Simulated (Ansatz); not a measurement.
# In on a Ga site in GaAs

All numbers are calculated (PBE, no spin polarisation, no spin-orbit coupling; Ansatz, PAW set soft_2, 420 eV, k-mesh 3×3×3), not measured.

The relaxed host crystal (Kohn–Sham gap 0.16 eV on this mesh):

```cif
data_structure
_symmetry_space_group_name_H-M 'P 1'
_symmetry_Int_Tables_number 1
_cell_length_a 4.0630
_cell_length_b 4.0630
_cell_length_c 4.0630
_cell_angle_alpha 60.000
_cell_angle_beta 60.000
_cell_angle_gamma 60.000
_cell_volume 47.43
loop_
_atom_site_label
_atom_site_type_symbol
_atom_site_fract_x
_atom_site_fract_y
_atom_site_fract_z
_atom_site_occupancy
Ga1 Ga 0.00000 0.00000 0.00000 1
As1 As 0.25000 0.25000 0.25000 1
```

Supercell of 32 atoms, rows of the matrix [[1,1,-3],[1,1,1],[1,-3,1]] times the cell vectors; In on a Ga site at (0.000, 0.000, 0.000) in fractions of the cell above. Atoms are relaxed at the host's cell.

Distances from the In atom (Å), by shell of the perfect crystal:

```
shell  perfect crystal  relaxed, charge 0
 4 As             2.49               2.62
```

| charge | gap of the cell on the mesh (eV) |
| --- | --- |
| 0 | 0.18 |

Formation energy of the neutral defect: 0.38 eV, taking atoms from and to the elements' standard states (no corrections for gases), so it belongs to those chemical potentials alone.

Caveats: small supercell, so energies and levels can be off by tenths of an eV; the atoms kept the symmetry of the start, so a distorted state could lie lower.

Indium has the same valence as gallium, so the substitution leaves the bonding electron count unchanged, and the main response is one of size. The In–As distance grows from 2.49 to 2.62 Å because the larger In atom pushes its As neighbours outward. This matches the known behaviour of (In,Ga)As alloys, where each kind of bond stays near its length in the parent compound instead of adopting a common average. The positive exchange energy of 0.38 eV probably combines this local strain with the weaker In–As bond.

The host gap of 0.16 eV is far below the known gap of GaAs, most likely because the semilocal functional underestimates gaps and its overlarge lattice constant lowers the s-like conduction-band edge further. The gap that remains in the defect cell fits an isovalent substituent without a deep level. Its slight rise to 0.18 eV, however, is no evidence of widening, since alloying with In is known to narrow the gap. Whether In atoms attract or repel one another remains open.
